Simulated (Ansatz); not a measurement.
# MgS (F-43m) in Ansatz: further runs

Aim: see how the results for MgS move with the level of theory and the settings. Levels: HSE06, PBE0. Tasks: band structure, single point, equation of state.

Program: Ansatz 0.2.0. These are calculated values, not measurements. Logs are shortened: lines on timing, memory, paths and dates and some standing lists are left out, and cuts for length are marked.

### Step 1. The crystal as given

It takes space group F-43m (No. 216, cubic). The conventional cell has a = 5.666 Å, b = 5.666 Å, c = 5.666 Å, α = 90.00°, β = 90.00°, γ = 90.00°. Around S (site symmetry -43m) lie 4 Mg at 2.45 Å. Around Mg (site symmetry -43m) lie 4 S at 2.45 Å.

The cell comes from a database or a generator and needn't be the stable form of this composition.

### Step 2. Band structure, HSE06

File input:

```
crystal:
  lattice:
    - [0.0, 2.8331200468, 2.8331200468]
    - [2.8331200468, 0.0, 2.8331200468]
    - [2.8331200468, 2.8331200468, 0.0]
  atoms:
    - { symbol: S, position: [0.25, 0.25, 0.25] }
    - { symbol: Mg, position: [0.0, 0.0, 0.0] }
hamiltonian:
  xc: hse06
  pseudopotentials: { kind: paw }
kpoints:
  mp_grid: { grid: [6, 6, 6] }
  band_path:
    path:
      - [[0.0, 0.0, 0.0], [0.5, 0.0, 0.5], [0.5, 0.25, 0.75], [0.375, 0.375, 0.75], [0.0, 0.0, 0.0], [0.5, 0.5, 0.5], [0.625, 0.25, 0.625], [0.5, 0.25, 0.75], [0.5, 0.5, 0.5], [0.375, 0.375, 0.75]]
      - [[0.625, 0.25, 0.625], [0.5, 0.0, 0.5]]
    npoints: 4
scf:
  occupations: { method: fermi_dirac, width: 0.05 }
  n_extra_bands: 6
output:
  forces: true
  stress: true
  eigenvalues: true
  fatbands: false
```

Potentials or basis: Ansatz PAW.

What it wrote:

```text
Warning: output.stress: scf.convergence.dr2_threshold = 1e-7 eV (the SCF's general default) is looser than the 2e-10 eV advised for a printed stress (1e-10 eV for each atom of the cell: 2). What an SCF threshold leaves in a stress goes as its square root, and in the free energy as the threshold itself, and one threshold admits the most on a small cell: of the crystals measured, under no hybrid functional and no lock of the moments, on runs that ended without the residual-converged pass, on stresses that held no estimate of that error, the worst erred by over 100 MPa in a component at 1e-7 eV an atom and by under 5 at 1e-10. Set scf.convergence.dr2_threshold to 2e-10 eV or tighter. The threshold is an SCF's pass mark: one that does not reach it within its budget of iterations ends unconverged, or closes short of it on a stop that the run arms, and scf.convergence.dr2_threshold's page says what that costs each kind of run
Warning: output.stress: scf.exx.energy_threshold = 1e-6 eV is looser than the 2e-8 eV advised for a stress under a hybrid functional (1e-8 eV for each atom of the cell: 2). Every SCF of the exchange loop can meet its threshold on dr2 while the loop round them stops early: no threshold on dr2 bounds what that leaves in the stress. Set scf.exx.energy_threshold to 2e-8 eV or tighter. The threshold is the loop's pass mark: a loop that does not reach it within its budget of cycles ends unconverged, and scf.exx.energy_threshold's page has the law
scf.n_extra_bands = 6 over 8 filled bands (N_el = 16.0): the run solves 14 bands
GPUs: using 1 of 1 available (devices: 1).
Engine: ansatz 0.2.0, x86_64-unknown-linux-gnu
Pseudopotentials: kind: paw
Pseudopotential: S, paw, valence charge 6, recommended cutoff 420 eV (normal), S.paw.azcp
Pseudopotential: Mg, paw, valence charge 10, recommended cutoff 420 eV (normal), Mg.paw.azcp
Functional definition: HSE06
  parameter a = 0.25
  parameter omega = 0.11/bohr
  exchange = pbe_x - a*pbe_x_sr(omega) + a*exact_x_sr(omega)
  correlation = pbe_c
device memory: the entry about to start is reckoned to put 0.4 GiB on a device that reports 66.7 GiB free (of which the cap on the GPU budget leaves the run 18.0 GiB)
GPU FFT provider: cuFFT
GPU libraries: cuBLAS 13.8.2, cuFFT 12.4.0, cuSOLVER 12.3.4
Crystal: 2 atoms, lattice volume = 45.480 Å³
Basis set: ecut = 420 eV, 893 PW (Γ), exchange–correlation on 54×54×54 points (8 copies of the dense FFT grid, shifted against one another)
Bands: 14, of which v1, the nominal top of the filled ones, is band 8 counted from 1 (7 counted from 0)
Symmetry: 24 space group operations
Space group: F-43m (ITA 216), of the structure as read, at distance tolerance 3.6e-5 Å
k-points: 16 of 216 (time reversal used)
Non-local potential: S, projectors of the file, l = 0: 2, l = 1: 2, l = 2: 2
Non-local potential: Mg, projectors of the file, l = 0: 3, l = 1: 2, l = 2: 1
PAW form: soft (Blöchl's): semilocal exchange-correlation on the pseudo side does not see the compensation charge
PAW frozen core: S, regenerated for the run's functional, and the local potential with it (the file was generated under x = pbe(κ = 0.804, μ = 0.2195149727645171), c = pbe(β = 0.06672455060314922))
PAW frozen core: Mg, regenerated for the run's functional, and the local potential with it (the file was generated under x = pbe(κ = 0.804, μ = 0.2195149727645171), c = pbe(β = 0.06672455060314922))
PAW one-centre angular grid: S, 110 points (default); XC on 64 Gauss nodes
PAW one-centre angular grid: Mg, 110 points (default); XC on 96 Gauss nodes
Initial density: superposition of atomic densities (neutral atoms: chi_scale 0, normalization atom), corrected by the library's trained network
Initial wavefunctions: pseudopotential atomic-orbital guess
GPU buffer pool allocated for 19683 grid points (all kernels)
GPU transforms: local potential and band sums: pruned to the plane-wave sphere, on 25×27×27
Functional: x = pbe(κ = 0.804, μ = 0.2195149727645171), c = pbe(β = 0.06672455060314922), warm-up for x = pbe(κ = 0.804, μ = 0.2195149727645171) + 0.25 (exact − pbe) at short range (hse, ω = 0.20786987370883472 Å⁻¹), c = pbe(β = 0.06672455060314922); HSE06 as pw.x's `hse` composes it (authors' and Libxc's form: `xc: wpbeh`)
SCF iter   1: F=—  HF=-2828.715225 eV  |F-HF|=—  |Δ(HF+E_count)|=         —  Δρ=6.35e-4  dr2=2.49e-4  ethr=1.77e-3  ⟨swp⟩=2.0  Hψ=1657  notcnv=0
preconditioner: auto → none  [insulator: Δε(μ)=3.443 eV  Ē_g=12.564 eV  σ=0.050 eV  W_gap=1.00  n_scr=14 (ndim 8)  ℏωp=15.6 eV  f_vac=0.016  D(μ)=0.00/eV (n_scr^D=0)]
iter 2 solved again at ethr=8.15e-8 eV; its pass at ethr=1.55e-6 eV (dr2=1.30e-5 eV) is discarded
SCF iter   2: F=-2828.715035 eV  HF=-2828.715019 eV  |F-HF|=1.60e-5  |Δ(HF+E_count)|=   2.06e-4  Δρ=1.97e-4  dr2=1.30e-5  ethr=8.15e-8  ⟨swp⟩=2.1  Hψ=837  notcnv=0
SCF 1 stopped early in 2 iterations: F = -2828.715035 eV  dr2 = 1.30e-5
device memory: the entry about to start is reckoned to put 1.1 GiB on a device that reports 66.7 GiB free (of which the cap on the GPU budget leaves the run 18.0 GiB)
GPU FFT provider: cuFFT
GPU libraries: cuBLAS 13.8.2, cuFFT 12.4.0, cuSOLVER 12.3.4
Initial density: handed on by an earlier stage of this run
Initial wavefunctions: those handed on with the density
GPU buffer pool allocated for 19683 grid points (all kernels)
GPU transforms: local potential and band sums: pruned to the plane-wave sphere, on 25×27×27
Functional: x = pbe(κ = 0.804, μ = 0.2195149727645171) + 0.25 (exact − pbe) at short range (hse, ω = 0.20786987370883472 Å⁻¹), c = pbe(β = 0.06672455060314922); HSE06 as pw.x's `hse` composes it (authors' and Libxc's form: `xc: wpbeh`)
Exchange kernel: α = 0.2500, screened, ω = 0.2079 Å⁻¹, Wigner–Seitz truncation, v(0) = 1046.6410 eV·Å³, q-mesh 6×6×6, nearest image of the exchange supercell L = 24.04 Å, pair-density grid 15×15×15, without the augmentation charges, whose exchange is taken in its separable form by FFT convolution over the k-point mesh (sized by the pseudopotential files, 24×24×24 at the most), smooth part of the exact exchange by density-matrix convolution in up to 2.05 GiB of GPU memory as planned if the GPU has room (build and FFT work areas not counted)
Frozen-core exchange: fock
SCF iter   1: F=—  HF=-2829.724891 eV  |F-HF|=—  |Δ(HF+E_count)|=         —  Δρ=3.58e-3  dr2=3.07e-3  ethr=8.12e-7  ⟨swp⟩=8.6  Hψ=1145  notcnv=0
preconditioner: auto → none  [insulator: Δε(μ)=4.473 eV  Ē_g=14.216 eV  σ=0.050 eV  W_gap=1.00  n_scr=14 (ndim 8)  ℏωp=15.6 eV  f_vac=0.021  D(μ)=0.00/eV (n_scr^D=0)]
SCF iter   2: F=—  HF=-2829.723219 eV  |F-HF|=—  |Δ(HF+E_count)|=   1.67e-3  Δρ=1.36e-3  dr2=7.70e-4  ethr=8.12e-7  ⟨swp⟩=3.0  Hψ=480  notcnv=0
SCF iter   3: F=—  HF=-2829.723051 eV  |F-HF|=—  |Δ(HF+E_count)|=   1.67e-4  Δρ=1.68e-4  dr2=2.17e-4  ethr=8.12e-7  ⟨swp⟩=3.0  Hψ=479  notcnv=0
SCF iter   4: F=—  HF=-2829.725272 eV  |F-HF|=—  |Δ(HF+E_count)|=   2.22e-3  Δρ=3.26e-4  dr2=3.29e-5  ethr=5.42e-8  ⟨swp⟩=4.3  Hψ=801  notcnv=0
SCF iter   5: F=—  HF=-2829.725258 eV  |F-HF|=—  |Δ(HF+E_count)|=   1.44e-5  Δρ=4.51e-5  dr2=2.63e-6  ethr=5.42e-8  ⟨swp⟩=3.0  Hψ=480  notcnv=0
SCF iter   6: F=-2829.725275 eV  HF=-2829.725275 eV  |F-HF|=1.33e-7  |Δ(HF+E_count)|=   1.76e-5  Δρ=3.52e-5  dr2=5.04e-7  ethr=5.04e-9  ⟨swp⟩=4.2  Hψ=547  notcnv=0
SCF 2 stopped early in 6 iterations: F = -2829.725275 eV  dr2 = 5.04e-7
hybrid outer 1: dexx = +2.202e-3 eV, tail = 2.07e-5 eV
GPU FFT provider: cuFFT
GPU libraries: cuBLAS 13.8.2, cuFFT 12.4.0, cuSOLVER 12.3.4
GPU buffer pool allocated for 19683 grid points (all kernels)
GPU transforms: local potential and band sums: pruned to the plane-wave sphere, on 25×27×27
Exchange kernel: α = 0.2500, screened, ω = 0.2079 Å⁻¹, Wigner–Seitz truncation, v(0) = 1046.6410 eV·Å³, q-mesh 6×6×6, nearest image of the exchange supercell L = 24.04 Å, pair-density grid 15×15×15, without the augmentation charges, whose exchange is taken in its separable form by FFT convolution over the k-point mesh (sized by the pseudopotential files, 24×24×24 at the most), smooth part of the exact exchange by density-matrix convolution in up to 2.05 GiB of GPU memory as planned if the GPU has room (build and FFT work areas not counted)
Frozen-core exchange: fock
SCF iter   1: F=—  HF=-2829.725205 eV  |F-HF|=—  |Δ(HF+E_count)|=         —  Δρ=2.89e-5  dr2=3.28e-7  ethr=6.47e-7  ⟨swp⟩=3.0  Hψ=464  notcnv=0
preconditioner: auto → none  [insulator: Δε(μ)=4.515 eV  Ē_g=14.222 eV  σ=0.050 eV  W_gap=1.00  n_scr=14 (ndim 8)  ℏωp=15.6 eV  f_vac=0.025  D(μ)=0.00/eV (n_scr^D=0)]
SCF iter   2: F=—  HF=-2829.725205 eV  |F-HF|=—  |Δ(HF+E_count)|=   8.22e-8  Δρ=9.57e-6  dr2=2.50e-8  ethr=1.93e-9  ⟨swp⟩=3.9  Hψ=506  notcnv=0
SCF iter   3: F=-2829.725205 eV  HF=-2829.725205 eV  |F-HF|=6.12e-9  |Δ(HF+E_count)|=   8.95e-8  Δρ=3.79e-6  dr2=4.17e-9  ethr=7.47e-11  ⟨swp⟩=4.6  Hψ=671  notcnv=0  defer=1
SCF 3 converged in 3 iterations: F = -2829.725205 eV  dr2 = 4.17e-9
  Residual-converged pass: ⟨swp⟩=2.0  Hψ=340  notcnv=0  max |occ|·‖R‖ = 2.4e-6 eV (tolerance 2.4e-6 eV)  dr2=4.18e-9  dr2_onsite=3.32e-9  max |Δocc| = 0.0e0
hybrid outer 2: dexx = +7.765e-8 eV, tail = 2.18e-8 eV, Δε = 1.34e-3 eV (about 8.84e-5 eV left of the loop's levels)
device memory: the entry about to start is reckoned to put 0.3 GiB on a device that reports 58.3 GiB free (of which the cap on the GPU budget leaves the run 18.0 GiB)
NSCF: frozen V_eff on 42 k-points, pencils in batches of 32, up to order 64
hybrid SCF converged: 2 outer / 9 inner (+2 warm-up), last move |dexx| = 7.76e-8 eV, tail = 2.18e-8 eV
Stability not checked: this state was not tested for a lower state beside it, because the functional holds exact exchange (a hybrid, or Hartree-Fock), whose exchange loop this test does not read (fock_operator; see scf.lower_state_search)
Free energy (F): -2829.725205 eV
Frozen-core exchange: fock
Harris-Foulkes:  -2829.725205 eV  (|F-HF|=6.12e-9)
Internal energy: -2829.725205 eV  (E = F + TS)
E sigma→0 (E₀):  -2829.725205 eV
Fermi energy:    4.686278 eV
--- Per-component energies (eV) ---
  E_band       = -412.105994
  E_kinetic    = 183.969920
  E_local      = -1885.184061  (includes V_loc(G=0)·N_el)
  E_nonlocal   = 122.811843
  E_hartree    = 683.758660
  E_xc         = -102.510117
  E_vxc        = -101.543867  (∫ρ·V_xc dr)
  E_exx        = -62.932333  (= α·E_x^exact, valence–valence)
  E_paw        = -854.928738  (= ΣΔE_a)
  E_vpaw       = 26.185268  (= ΣTr[D̂ρ^β])
  E_aug_tail   = -0.000003  (compensation charges beyond the density's cutoff)
  E_ewald      = -914.582148
  E_core_change = -0.128230  (= ΣΔE_core)
  E_smearing   = -0.000000  (= −TS)
  E_closure    = 0.000000  (closes the sum)
  Σ components = -2829.725205   (vs F -2829.725205, Δ=4.55e-13)
--- Forces (eV/Å), atoms counted from 1 ---
  atom   1  S     -0.00000000     0.00000000    -0.00000000
  atom   2  Mg     0.00000000    -0.00000000    -0.00000000
  max |Σ_I F_I| component: 1.16e-16 eV/Å
--- Stress (GPa, compression-positive) ---
       -0.102362       0.000000      -0.000000
        0.000000      -0.102362       0.000000
       -0.000000       0.000000      -0.102362
  P = ⅓ Tr σ = -0.1024 GPa (-1.024 kbar)
--- Band table (eV; the first three rows and the last of 16) ---
  k-point 0: bands = ["-76.2153", "-41.1099", "-41.1099", "-41.1099", "-10.0288", "2.3824", "2.3824", "2.3824", "6.8975", "11.5741", "11.5741", "11.5741", "14.5396", "14.5396"]
  k-point 1: bands = ["-76.2153", "-41.1108", "-41.1101", "-41.1101", "-9.8618", "1.2703", "2.2856", "2.2856", "7.9214", "11.3095", "11.8390", "11.8390", "13.9095", "13.9095"]
  k-point 2: bands = ["-76.2152", "-41.1124", "-41.1104", "-41.1104", "-9.4889", "-0.3193", "2.1081", "2.1081", "8.6497", "11.5224", "11.5224", "11.7960", "14.9293", "14.9293"]
  k-point 15: bands = ["-76.2151", "-41.1128", "-41.1117", "-41.1114", "-9.0267", "-0.3186", "0.7068", "1.0418", "8.3846", "10.4142", "13.0686", "13.1211", "16.4084", "17.6885"]
```

Wall time 32 s (1 × NVIDIA H100 80GB HBM3 with 2 threads of AMD EPYC 7R13 (Zen 3), shared host); peak memory 1.7 GiB.

Results:

| Quantity | Value |
| --- | --- |
| Free energy | -2829.7252 eV |
| Pressure | -0.1 GPa |
| Band gap on the k mesh | 4.52 eV, direct |
| Band gap along the path | 4.52 eV, direct |

Levels at the corners of the path, in eV from the valence-band top:
```
point  band 6  band 7  band 8  band 9  band 10  band 11
    Γ    0.00    0.00    0.00    4.52     9.19     9.19
    X   -3.04   -1.12   -1.12    4.86     6.77    12.63
    W   -2.47   -1.98   -1.41    6.58     9.26     9.37
    K   -2.67   -2.01   -0.88    5.87     8.17    10.93
    Γ    0.00    0.00    0.00    4.52     9.19     9.19
    L   -3.38   -0.36   -0.36    6.24     8.83     8.83
    U   -2.67   -2.01   -0.88    5.87     8.17    10.93
    W   -2.47   -1.98   -1.41    6.58     9.26     9.37
    L   -3.38   -0.36   -0.36    6.24     8.83     8.83
    K   -2.67   -2.01   -0.88    5.87     8.17    10.93
    U   -2.67   -2.01   -0.88    5.87     8.17    10.93
    X   -3.04   -1.12   -1.12    4.86     6.77    12.63
```

Caveat: the PAW data sets come from PBE, with cores solved anew for the run's functional, which leaves a small shift of forces and pressure; the thresholds are loose for stress.

### Step 3. Single point, HSE06, 21.38 Å³/atom (volume scaled by 0.94)

File input:

```
crystal:
  lattice:
    - [0.0, 2.7752850422, 2.7752850422]
    - [2.7752850422, 0.0, 2.7752850422]
    - [2.7752850422, 2.7752850422, 0.0]
  atoms:
    - { symbol: S, position: [0.25, 0.25, 0.25] }
    - { symbol: Mg, position: [0.0, 0.0, 0.0] }
hamiltonian:
  xc: hse06
  pseudopotentials: { kind: paw }
kpoints:
  mp_grid: { grid: [6, 6, 6] }
scf:
  occupations: { method: fermi_dirac, width: 0.05 }
output:
  forces: true
  stress: true
  eigenvalues: true
```

Potentials or basis: Ansatz PAW.

What it wrote:

```text
Warning: output.stress: scf.convergence.dr2_threshold = 1e-7 eV (the SCF's general default) is looser than the 2e-10 eV advised for a printed stress (1e-10 eV for each atom of the cell: 2). What an SCF threshold leaves in a stress goes as its square root, and in the free energy as the threshold itself, and one threshold admits the most on a small cell: of the crystals measured, under no hybrid functional and no lock of the moments, on runs that ended without the residual-converged pass, on stresses that held no estimate of that error, the worst erred by over 100 MPa in a component at 1e-7 eV an atom and by under 5 at 1e-10. Set scf.convergence.dr2_threshold to 2e-10 eV or tighter. The threshold is an SCF's pass mark: one that does not reach it within its budget of iterations ends unconverged, or closes short of it on a stop that the run arms, and scf.convergence.dr2_threshold's page says what that costs each kind of run
Warning: output.stress: scf.exx.energy_threshold = 1e-6 eV is looser than the 2e-8 eV advised for a stress under a hybrid functional (1e-8 eV for each atom of the cell: 2). Every SCF of the exchange loop can meet its threshold on dr2 while the loop round them stops early: no threshold on dr2 bounds what that leaves in the stress. Set scf.exx.energy_threshold to 2e-8 eV or tighter. The threshold is the loop's pass mark: a loop that does not reach it within its budget of cycles ends unconverged, and scf.exx.energy_threshold's page has the law
GPUs: using 1 of 1 available (devices: 1).
[... 9 set-up lines as earlier in the session ...]
device memory: the entry about to start is reckoned to put 0.4 GiB on a device that reports 58.3 GiB free (of which the cap on the GPU budget leaves the run 18.0 GiB)
GPU FFT provider: cuFFT
GPU libraries: cuBLAS 13.8.2, cuFFT 12.4.0, cuSOLVER 12.3.4
Crystal: 2 atoms, lattice volume = 42.752 Å³
Basis set: ecut = 420 eV, 869 PW (Γ), exchange–correlation on 54×54×54 points (8 copies of the dense FFT grid, shifted against one another)
Bands: 12, of which v1, the nominal top of the filled ones, is band 8 counted from 1 (7 counted from 0)
[... 1 set-up line as earlier in the session ...]
[... 61 lines left out ...]
  E_band       = -403.024624
  E_kinetic    = 185.389104
  E_local      = -1857.185295  (includes V_loc(G=0)·N_el)
  E_nonlocal   = 122.945282
  E_hartree    = 673.729065
  E_xc         = -103.012556
  E_vxc        = -102.205307  (∫ρ·V_xc dr)
  E_exx        = -63.089498  (= α·E_x^exact, valence–valence)
  E_paw        = -854.699913  (= ΣΔE_a)
  E_vpaw       = 26.750127  (= ΣTr[D̂ρ^β])
  E_aug_tail   = -0.000001  (compensation charges beyond the density's cutoff)
  E_ewald      = -933.641402
  E_core_change = -0.128230  (= ΣΔE_core)
  E_smearing   = -0.000000  (= −TS)
  E_closure    = 0.000000  (closes the sum)
  Σ components = -2829.693443   (vs F -2829.693443, Δ=0.00e0)
--- Forces (eV/Å), atoms counted from 1 ---
  atom   1  S     -0.00000000     0.00000000     0.00000000
  atom   2  Mg     0.00000000    -0.00000000     0.00000000
  max |Σ_I F_I| component: 1.87e-16 eV/Å
--- Stress (GPa, compression-positive) ---
        4.036232       0.000000      -0.000000
        0.000000       4.036232       0.000000
       -0.000000       0.000000       4.036232
  P = ⅓ Tr σ = 4.0362 GPa (40.362 kbar)
--- Band table (eV; the first three rows and the last of 16) ---
  k-point 0: bands = ["-75.4945", "-40.3895", "-40.3895", "-40.3895", "-9.7365", "2.9034", "2.9034", "2.9034", "7.7553", "12.2706", "12.2706", "12.2706"]
  k-point 1: bands = ["-75.4945", "-40.3906", "-40.3897", "-40.3897", "-9.5486", "1.7278", "2.8007", "2.8007", "8.7939", "12.0489", "12.5468", "12.5468"]
  k-point 2: bands = ["-75.4944", "-40.3929", "-40.3901", "-40.3901", "-9.1240", "0.0243", "2.6131", "2.6131", "9.4426", "12.1692", "12.1692", "12.6518"]
  k-point 15: bands = ["-75.4943", "-40.3934", "-40.3919", "-40.3914", "-8.5917", "0.0358", "1.0959", "1.4530", "8.9265", "11.1097", "13.8908", "14.0264"]
```

Wall time 8.5 s (1 × NVIDIA H100 80GB HBM3 with 2 threads of AMD EPYC 7R13 (Zen 3), shared host); peak memory 1.7 GiB.

What came out:

* Free energy: -2829.6934 eV
* Pressure: 4.0 GPa
* Band gap on the k mesh: 4.82 eV, indirect (least direct gap 4.85 eV)

Caveat: the PAW data sets come from PBE, with cores solved anew for the run's functional, which leaves a small shift of forces and pressure; the thresholds are loose for stress.

### Step 4. Single point, HSE06, 21.83 Å³/atom (volume scaled by 0.96)

input: that of step 3 with these lines changed.

```diff
@@ -2,5 +2,5 @@
   lattice:
-    - [0.0, 2.7752850422, 2.7752850422]
-    - [2.7752850422, 0.0, 2.7752850422]
-    - [2.7752850422, 2.7752850422, 0.0]
+    - [0.0, 2.794829947, 2.794829947]
+    - [2.794829947, 0.0, 2.794829947]
+    - [2.794829947, 2.794829947, 0.0]
   atoms:
@@ -19 +19,5 @@
   eigenvalues: true
+  write_density: true
+  write_potential: true
+  elf: true
+  volumetric_format: npy
```

It took 8 s on 1 × NVIDIA H100 80GB HBM3 with 2 threads of AMD EPYC 7R13 (Zen 3), shared host; peak memory 1.7 GiB.

It converged, with:

```yaml
Free_energy: -2829.7120 eV
Pressure: 2.5 GPa
Band_gap_on_the_k_mesh: 4.74 eV, direct
```

Caveat: the PAW data sets come from PBE, with cores solved anew for the run's functional, which leaves a small shift of forces and pressure; the thresholds are loose for stress.

### Step 5. Single point, HSE06, 22.29 Å³/atom (volume scaled by 0.98)

input: that of step 4 with these lines changed.

```diff
@@ -2,5 +2,5 @@
   lattice:
-    - [0.0, 2.794829947, 2.794829947]
-    - [2.794829947, 0.0, 2.794829947]
-    - [2.794829947, 2.794829947, 0.0]
+    - [0.0, 2.8141052454, 2.8141052454]
+    - [2.8141052454, 0.0, 2.8141052454]
+    - [2.8141052454, 2.8141052454, 0.0]
   atoms:
```

Run time: 7.4 s. Hardware: 1 × NVIDIA H100 80GB HBM3 with 2 threads of AMD EPYC 7R13 (Zen 3), shared host; peak memory 1.7 GiB.

Results (log left out):

| Quantity | Value |
| --- | --- |
| Free energy | -2829.7223 eV |
| Pressure | 1.1 GPa |
| Band gap on the k mesh | 4.62 eV, direct |

Caveat: the PAW data sets come from PBE, with cores solved anew for the run's functional, which leaves a small shift of forces and pressure; the thresholds are loose for stress.

(Part 1 of 2 ends here.)
